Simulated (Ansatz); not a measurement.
# Rh: single points about a listed cell

Aim: see how energy, forces, stress and gap of Rh answer to moves of single atoms, further strains and shifts, distortions that keep the symmetry, other functionals. Nothing is relaxed unless a step says so.

Method: DFT PBE, scalar-relativistic, plane waves, PAW, unless a step's input says otherwise, in Ansatz 0.2.0.

## 1. Starting point

Symmetry: P6_3/mmc, No. 194, hexagonal system. The conventional cell has a = 2.692 Å, b = 2.692 Å, c = 8.798 Å, α = 90.00°, β = 90.00°, γ = 120.00°. Rh (site symmetry -3m) is surrounded by 12 Rh at 2.69 Å. Rh (site symmetry -6m2) is surrounded by 12 Rh at 2.69 Å.

As a file:

```xyz
4
Lattice="2.6917 0.0000 0.0000 -1.3459 2.3311 0.0000 0.0000 0.0000 8.7981" Properties=species:S:1:pos:R:3 pbc="T T T"
Rh    0.0000    0.0000    0.0000
Rh    0.0000    1.5541    2.1995
Rh    2.6917    0.0000    4.3990
Rh    1.3459    0.7770    6.5986
```

The structure comes from the Materials Project (structure only).

## 2. A change within a subgroup

What differs from the listed cell: strain xx, yy, zz, yz, xz, xy = -1.6, +0.1, -1.9, +2.3, -4.0, +1.5 %; atoms moved by 0.15 Å root mean square, at most 0.18 Å.

input.yaml reads:

```yaml
crystal:
  lattice:
    - [2.6492688932, 0.0398916553, -0.1076697849]
    - [-1.2900872597, 2.3142970965, 0.1076604354]
    - [-0.3519228052, 0.2031474393, 8.6326664116]
  atoms:
    - { symbol: Rh, position: [0.0604217024, 0.0604217024, 0.0] }
    - { symbol: Rh, position: [0.2807148448, 0.6578550838, 0.2363102244] }
    - { symbol: Rh, position: [0.001008369, 0.001008369, 0.5] }
    - { symbol: Rh, position: [0.6578550838, 0.2807148448, 0.7636897756] }
basis:
  ecutwfc: 420
kpoints:
  mp_grid: { grid: [16, 16, 4] }
hamiltonian:
  xc: pbe
scf:
  occupations: { method: gaussian, width: 0.1 }
output:
  forces: true
  stress: true
  eigenvalues: true
```

Launch:

```sh
ansatz run input.yaml --threads 1 --pin off --max-ram 1331MiB --backend cpu --events-out ev --progress --plain --runs-dir out
```

What it wrote (excerpt; [...] marks lines left out):

```text
Warning: 1 symmetry operations that the atoms keep within the bar at which the run's group was sought (crystal.symmetry.tolerance 1.0e-5, or twice it) were not taken beside the 1 unitary ones that the detection took (of a slab, those that keep its plane). If the more symmetric cell is [...]
Warning: RAYON_NUM_THREADS=1 ignored (pool sized by the plan → 1); use --threads N
[...]
Pseudopotentials: kind: paw
Pseudopotential: Rh, paw, valence charge 17, recommended cutoff 420 eV (normal), Rh.paw.azcp
Functional definition: PBE
[...]
Crystal: 4 atoms, lattice volume = 53.254 Å³
Basis set: ecut = 420 eV, 1059 PW (Γ), exchange–correlation on 36×36×120 points (8 copies of the dense FFT grid, shifted against one another)
Bands: 41, of which v1, the nominal top of the filled ones, is band 34 counted from 1 (33 counted from 0)
Symmetry: 1 space group operations
Space group: P1 (ITA 1), of the structure as read, at distance tolerance 3.8e-5 Å
k-points: 516 of 1024 (time reversal used)
[...]
SCF iter   1: F=—  HF=-25610.554331 eV  |F-HF|=—  |Δ(HF+E_count)|=         —  Δρ=9.74e-3  dr2=2.33e-2  ethr=1.77e-3  ⟨swp⟩=5.9  Hψ=74432  notcnv=0  defer=54
[...]
SCF iter   7: F=-25610.556958 eV  HF=-25610.556958 eV  |F-HF|=1.47e-9  |Δ(HF+E_count)|=   3.47e-8  Δρ=5.38e-6  dr2=6.31e-9  ethr=1.47e-10  ⟨swp⟩=6.8  Hψ=74166  notcnv=0
[...]
SCF converged after 7 iterations
Free energy (F): -25610.556958 eV
[...]
E sigma→0 (E₀):  -25610.542551 eV
Entropy (-TS):   -0.028815 eV (-7.204 meV/atom)
Fermi energy:    23.354689 eV
[...]
--- Forces (eV/Å), atoms counted from 1 ---
  atom   1  Rh    -0.15827103    -0.27424236    -0.00000162
  atom   2  Rh     1.18059133    -0.25107985     2.88466379
  atom   3  Rh    -0.21455937    -0.37161834    -0.00002470
  atom   4  Rh    -0.80775993     0.89694228    -2.88463759
[...]
--- Stress (GPa, compression-positive) ---
       23.345074      -7.901229      13.555108
       -7.901229      14.218949      -7.825374
       13.555108      -7.825374      32.709317
  P = ⅓ Tr σ = 23.4244 GPa (234.244 kbar)
--- Band table (eV; the first three rows and the last of 516) ---
[...]
```

Wall time 1.9 min (1 thread of an x86-64 CPU, shared host); peak memory 0.96 GiB.

## 3. A single atom displaced

The change: atom 3 (Rh) moved by 0.15 Å.

input.yaml reads:

```yaml
crystal:
  lattice:
    - [2.6917446234, 0.0, 0.0]
    - [-1.3458723117, 2.3311192244, 0.0]
    - [0.0, 0.0, 8.79807013]
  atoms:
    - { symbol: Rh, position: [0.0, 0.0, 0.0] }
    - { symbol: Rh, position: [0.33333333, 0.66666667, 0.25] }
    - { symbol: Rh, position: [0.0321733866, 0.0643467732, 0.5] }
    - { symbol: Rh, position: [0.66666667, 0.33333333, 0.75] }
basis:
  ecutwfc: 420
kpoints:
  mp_grid: { grid: [15, 15, 4] }
hamiltonian:
  xc: pbe
scf:
  occupations: { method: gaussian, width: 0.1 }
output:
  forces: true
  stress: true
  eigenvalues: true
```

Launch:

```sh
ansatz run input.yaml --threads 1 --pin off --max-ram 1331MiB --backend cpu --events-out ev --progress --plain --runs-dir out
```

What it wrote (excerpt; [...] marks lines left out):

```text
Warning: RAYON_NUM_THREADS=1 ignored (pool sized by the plan → 1); use --threads N
[...]
[... 3 set-up lines as earlier in the session ...]
[...]
Crystal: 4 atoms, lattice volume = 55.206 Å³
Basis set: ecut = 420 eV, 1091 PW (Γ), exchange–correlation on 36×36×120 points (8 copies of the dense FFT grid, shifted against one another)
Bands: 41, of which v1, the nominal top of the filled ones, is band 34 counted from 1 (33 counted from 0)
Symmetry: 2 space group operations
Space group: Cm (ITA 8), of the structure as read, at distance tolerance 3.8e-5 Å
k-points: 248 of 900 (time reversal used)
[...]
SCF iter   1: F=—  HF=-25611.439481 eV  |F-HF|=—  |Δ(HF+E_count)|=         —  Δρ=6.81e-3  dr2=1.13e-2  ethr=1.77e-3  ⟨swp⟩=5.9  Hψ=34450  notcnv=0  defer=22
[...]
SCF iter   6: F=-25611.443040 eV  HF=-25611.443040 eV  |F-HF|=6.41e-8  |Δ(HF+E_count)|=   6.02e-8  Δρ=1.18e-5  dr2=8.71e-8  ethr=1.47e-10  ⟨swp⟩=5.7  Hψ=40872  notcnv=0
[...]
SCF converged after 6 iterations
Free energy (F): -25611.443040 eV
[...]
E sigma→0 (E₀):  -25611.431166 eV
Entropy (-TS):   -0.023747 eV (-5.937 meV/atom)
Fermi energy:    22.307489 eV
[...]
--- Forces (eV/Å), atoms counted from 1 ---
  atom   1  Rh     0.00000000    -0.02568526     0.00318503
  atom   2  Rh     0.00000000     0.29180689    -0.08506367
  atom   3  Rh     0.00000000    -0.50128125     0.01461057
  atom   4  Rh     0.00000000     0.23516947     0.06726747
[...]
--- Stress (GPa, compression-positive) ---
        5.324332       0.000000       0.000000
        0.000000       5.466858      -0.502393
        0.000000      -0.502393       5.629528
  P = ⅓ Tr σ = 5.4736 GPa (54.736 kbar)
--- Band table (eV; the first three rows and the last of 248) ---
[...]
```

It took 58 s on 1 thread of an x86-64 CPU, shared host; peak memory 0.62 GiB.

## 4. A change within a subgroup

The change: strain xx, yy, zz, yz, xz, xy = +2.5, +2.5, -3.5, +0.0, +0.0, +0.0 %; atoms moved by 0.25 Å root mean square, at most 0.25 Å.

input.yaml reads:

```yaml
crystal:
  lattice:
    - [2.759522753, 0.0, 0.0]
    - [-1.3797613765, 2.3898168065, 0.0]
    - [0.0, 0.0, 8.4917213281]
  atoms:
    - { symbol: Rh, position: [0.0, 0.0, -0.0284153225] }
    - { symbol: Rh, position: [0.33333333, 0.66666667, 0.2784153225] }
    - { symbol: Rh, position: [0.0, 0.0, 0.4715846775] }
    - { symbol: Rh, position: [0.66666667, 0.33333333, 0.7784153225] }
basis:
  ecutwfc: 420
kpoints:
  mp_grid: { grid: [15, 15, 6] }
hamiltonian:
  xc: pbe
scf:
  occupations: { method: gaussian, width: 0.1 }
output:
  forces: true
  stress: true
  eigenvalues: true
  write_density: true
  write_potential: true
  elf: true
  volumetric_format: npy
```

Launch:

```sh
ansatz run input.yaml --threads 1 --pin off --max-ram 1331MiB --backend cpu --events-out ev --progress --plain --runs-dir out
```

What it wrote (excerpt; [...] marks lines left out):

```text
Warning: RAYON_NUM_THREADS=1 ignored (pool sized by the plan → 1); use --threads N
[...]
[... 3 set-up lines as earlier in the session ...]
[...]
Crystal: 4 atoms, lattice volume = 56.001 Å³
Basis set: ecut = 420 eV, 1103 PW (Γ), exchange–correlation on 40×40×120 points (8 copies of the dense FFT grid, shifted against one another)
Bands: 41, of which v1, the nominal top of the filled ones, is band 34 counted from 1 (33 counted from 0)
Symmetry: 12 space group operations
Space group: P63mc (ITA 186), of the structure as read, at distance tolerance 3.8e-5 Å
k-points: 108 of 1350 (time reversal used)
[...]
SCF iter   1: F=—  HF=-25607.820053 eV  |F-HF|=—  |Δ(HF+E_count)|=         —  Δρ=1.31e-2  dr2=2.53e-2  ethr=1.77e-3  ⟨swp⟩=5.7  Hψ=16410  notcnv=0  defer=9
[...]
SCF iter   7: F=-25607.821403 eV  HF=-25607.821403 eV  |F-HF|=8.01e-9  |Δ(HF+E_count)|=   8.41e-9  Δρ=7.34e-6  dr2=2.12e-8  ethr=1.47e-10  ⟨swp⟩=12.4  Hψ=28523  notcnv=0
[...]
SCF converged after 7 iterations
Free energy (F): -25607.821403 eV
[...]
E sigma→0 (E₀):  -25607.803495 eV
Entropy (-TS):   -0.035817 eV (-8.954 meV/atom)
Fermi energy:    22.095177 eV
[...]
--- Forces (eV/Å), atoms counted from 1 ---
  atom   1  Rh    -0.00000000     0.00000000     8.79756231
  atom   2  Rh     0.00000000    -0.00000000    -8.79754884
  atom   3  Rh    -0.00000000    -0.00000000     8.79756231
  atom   4  Rh     0.00000000     0.00000000    -8.79754884
[...]
--- Stress (GPa, compression-positive) ---
       30.696536       0.000000      -0.000000
        0.000000      30.696536       0.000000
       -0.000000       0.000000      69.039523
  P = ⅓ Tr σ = 43.4775 GPa (434.775 kbar)
--- Band table (eV; the first three rows and the last of 108) ---
[...]
```

Run time: 45 s. Hardware: 1 thread of an x86-64 CPU, shared host; peak memory 0.43 GiB.

Density in a lattice plane of the grid's cell (edges 2.76 and 8.49 Å, at 0.000 of the third edge), which holds Rh.

Values in e/Å³, 12 rows by 6 columns:
```
 7.91  4.05  0.77  0.38  0.77  4.06
 0.50  0.51  0.71  1.03  0.71  0.51
 0.24  0.35  0.84  1.52  0.84  0.35
 0.17  0.18  0.22  0.25  0.22  0.18
 0.87  0.51  0.23  0.16  0.23  0.51
12.35  6.56  0.97  0.30  0.97  6.56
 7.90  4.05  0.76  0.38  0.76  4.04
 0.52  0.51  0.71  1.04  0.71  0.52
 0.24  0.35  0.85  1.53  0.85  0.35
 0.17  0.18  0.22  0.25  0.22  0.18
 0.99  0.56  0.23  0.16  0.23  0.56
12.54  6.68  0.98  0.30  0.98  6.67
```
Columns run along the first of these edges and rows up along the second, over one cell in 6 and 12 even steps from the bottom left corner. Atoms in the plane (fractional): Rh at (0.00, 0.97), Rh at (0.00, 0.47).

ELF in the same plane.

Values, 12 rows by 6 columns:
```
0.72 0.58 0.26 0.26 0.26 0.58
0.25 0.26 0.25 0.33 0.25 0.26
0.24 0.22 0.31 0.40 0.31 0.22
0.24 0.23 0.19 0.16 0.19 0.23
0.35 0.24 0.19 0.23 0.19 0.24
0.77 0.70 0.32 0.26 0.32 0.70
0.73 0.58 0.26 0.26 0.26 0.58
0.25 0.26 0.26 0.33 0.26 0.26
0.24 0.22 0.31 0.40 0.31 0.22
0.24 0.23 0.19 0.15 0.19 0.23
0.36 0.25 0.19 0.23 0.19 0.25
0.77 0.70 0.32 0.26 0.32 0.70
```
Columns run along the first of these edges and rows up along the second, over one cell in 6 and 12 even steps from the bottom left corner. Atoms in the plane (fractional): Rh at (0.00, 0.97), Rh at (0.00, 0.47).

Both are smooth fields of the valence electrons: close to the nuclei they are not physical.

Sizes of the forces (eV/Å): Rh1 8.80, Rh2 8.80, Rh3 8.80, Rh4 8.80.

## 5. Functional and cell changed: r2SCAN

Against the listed cell: strain xx, yy, zz, yz, xz, xy = -3.5, -3.5, -3.5, +0.0, +0.0, +0.0 %.

input.yaml reads:

```yaml
crystal:
  lattice:
    - [2.5978296535, 0.0, 0.0]
    - [-1.2989148267, 2.2497864747, 0.0]
    - [0.0, 0.0, 8.4911054632]
  atoms:
    - { symbol: Rh, position: [0.0, 0.0, 0.0] }
    - { symbol: Rh, position: [0.33333333, 0.66666667, 0.25] }
    - { symbol: Rh, position: [0.0, 0.0, 0.5] }
    - { symbol: Rh, position: [0.66666667, 0.33333333, 0.75] }
basis:
  ecutwfc: 500
kpoints:
  mp_grid: { grid: [18, 18, 6] }
hamiltonian:
  xc: r2scan
scf:
  occupations: { method: gaussian, width: 0.1 }
output:
  forces: true
  stress: true
  eigenvalues: true
```

Launch:

```sh
ansatz run input.yaml --threads 1 --pin off --max-ram 1331MiB --backend cpu --events-out ev --progress --plain --runs-dir out
```

What it wrote (excerpt; [...] marks lines left out):

```text
Warning: RAYON_NUM_THREADS=1 ignored (pool sized by the plan → 1); use --threads N
[...]
[... 1 set-up line as earlier in the session ...]
Pseudopotential: Rh, paw, valence charge 17, recommended cutoff 500 eV (meta_gga), Rh.paw.azcp
Functional definition: r2SCAN
[...]
Crystal: 4 atoms, lattice volume = 49.627 Å³
Basis set: ecut = 500 eV, 1279 PW (Γ), exchange–correlation on 80×80×256 points (64 copies of the dense FFT grid, shifted against one another)
Bands: 41, of which v1, the nominal top of the filled ones, is band 34 counted from 1 (33 counted from 0)
Symmetry: 24 space group operations
Space group: P63/mmc (ITA 194), of the structure as read, at distance tolerance 3.7e-5 Å
k-points: 148 of 1944
[...]
SCF iter   1: F=—  HF=-25660.394489 eV  |F-HF|=—  |Δ(HF+E_count)|=         —  Δρ=1.24e-2  dr2=1.95e-2  dr2_τ=5.55e-2  ethr=1.77e-3  ⟨swp⟩=5.9  Hψ=21847  notcnv=0  defer=15
[...]
SCF iter   8: F=-25660.458063 eV  HF=-25660.458062 eV  |F-HF|=8.52e-9  |Δ(HF+E_count)|=   1.02e-7  Δρ=4.33e-6  dr2=3.74e-9  dr2_τ=5.09e-10  ethr=1.47e-10  ⟨swp⟩=6.8  Hψ=21230  notcnv=0
[...]
SCF converged after 8 iterations
Free energy (F): -25660.458063 eV
[...]
E sigma→0 (E₀):  -25660.446194 eV
Entropy (-TS):   -0.023738 eV (-5.934 meV/atom)
Fermi energy:    25.353358 eV
[...]
--- Forces (eV/Å), atoms counted from 1 ---
  atom   1  Rh     0.00000000    -0.00000000     0.00000000
  atom   2  Rh    -0.00000000     0.00000000     0.00000000
  atom   3  Rh     0.00000000     0.00000000     0.00000000
  atom   4  Rh     0.00000000    -0.00000000    -0.00000000
[...]
--- Stress (GPa, compression-positive) ---
       37.375953       0.000000       0.000000
       -0.000000      37.375953       0.000000
        0.000000       0.000000      36.884411
  P = ⅓ Tr σ = 37.2121 GPa (372.121 kbar)
--- Band table (eV; the first three rows and the last of 148) ---
[...]
```

It took 45 s on 1 thread of an x86-64 CPU, shared host; peak memory 0.63 GiB.

## 6. A distortion that keeps the symmetry

Against the listed cell: strain xx, yy, zz, yz, xz, xy = -0.9, -0.9, +8.1, +0.0, +0.0, +0.0 %.

input.yaml: that of step 5 with these lines changed.

```diff
@@ -2,5 +2,5 @@
   lattice:
-    - [2.5978296535, 0.0, 0.0]
-    - [-1.2989148267, 2.2497864747, 0.0]
-    - [0.0, 0.0, 8.4911054632]
+    - [2.6682456928, 0.0, 0.0]
+    - [-1.3341228464, 2.3107685536, 0.0]
+    - [0.0, 0.0, 9.5130892895]
   atoms:
@@ -11,3 +11,3 @@
 basis:
-  ecutwfc: 500
+  ecutwfc: 420
 kpoints:
@@ -15,3 +15,3 @@
 hamiltonian:
-  xc: r2scan
+  xc: pbe
 scf:
```

Launch:

```sh
ansatz run input.yaml --threads 1 --pin off --max-ram 1331MiB --backend cpu --events-out ev --progress --plain --runs-dir out
```

What it wrote (excerpt; [...] marks lines left out):

```text
Warning: RAYON_NUM_THREADS=1 ignored (pool sized by the plan → 1); use --threads N
[...]
[... 3 set-up lines as earlier in the session ...]
[...]
Crystal: 4 atoms, lattice volume = 58.655 Å³
Basis set: ecut = 420 eV, 1177 PW (Γ), exchange–correlation on 36×36×128 points (8 copies of the dense FFT grid, shifted against one another)
Bands: 41, of which v1, the nominal top of the filled ones, is band 34 counted from 1 (33 counted from 0)
[... 1 set-up line as earlier in the session ...]
Space group: P63/mmc (ITA 194), of the structure as read, at distance tolerance 3.9e-5 Å
k-points: 148 of 1944
[...]
SCF iter   1: F=—  HF=-25611.150428 eV  |F-HF|=—  |Δ(HF+E_count)|=         —  Δρ=7.85e-3  dr2=5.41e-3  ethr=1.77e-3  ⟨swp⟩=5.6  Hψ=19977  notcnv=0  defer=25
[...]
SCF iter   6: F=-25611.153515 eV  HF=-25611.153515 eV  |F-HF|=2.03e-9  |Δ(HF+E_count)|=   2.04e-8  Δρ=6.52e-6  dr2=9.24e-9  ethr=1.47e-10  ⟨swp⟩=6.3  Hψ=20594  notcnv=0
[...]
SCF converged after 6 iterations
Free energy (F): -25611.153515 eV
[...]
E sigma→0 (E₀):  -25611.137164 eV
Entropy (-TS):   -0.032701 eV (-8.175 meV/atom)
Fermi energy:    20.596419 eV
[...]
--- Forces (eV/Å), atoms counted from 1 ---
  atom   1  Rh     0.00000000     0.00000000     0.00000000
  atom   2  Rh    -0.00000000     0.00000000    -0.00000000
  atom   3  Rh     0.00000000     0.00000000     0.00000000
  atom   4  Rh     0.00000000    -0.00000000     0.00000000
[...]
--- Stress (GPa, compression-positive) ---
        1.095663       0.000000      -0.000000
        0.000000       1.095663       0.000000
       -0.000000       0.000000     -23.574485
  P = ⅓ Tr σ = -7.1277 GPa (-71.277 kbar)
--- Band table (eV; the first three rows and the last of 148) ---
[...]
```

Wall time 20 s (1 thread of an x86-64 CPU, shared host); peak memory 0.51 GiB.

## 7. All points side by side

| step | case | energy (meV/atom) | pressure (GPa) | largest force (eV/Å) | gap on the mesh (eV) |
| --- | --- | --- | --- | --- | --- |
| 2 | a change within a subgroup | +0.0 | 23.4 | 3.13 | 0.00 |
| 3 | a single atom displaced | -222.2* | 5.5 | 0.50 | 0.00 |
| 4 | a change within a subgroup | +684.8* | 43.5 | 8.80 | 0.00 |
| 5 | functional and cell changed: r2SCAN | n/a | 37.2 | 0.00 | 0.00 |
| 6 | a distortion that keeps the symmetry | -148.7* | -7.1 | 0.00 | 0.00 |

Energies are counted from step 2, with the smearing taken to zero; a star marks another k mesh, which can shift energies by itself, so starred rows don't rank against the others. Other atoms or functionals have another zero of energy (n/a). A gap of 0.00 means none on the mesh at this level.

What this shows: Among the distorted cells of the listed formula and level the largest force, 8.80 eV/Å, comes in step 4, shared by 4 atoms. The distorted cells of the listed formula and level show no gap on the mesh.
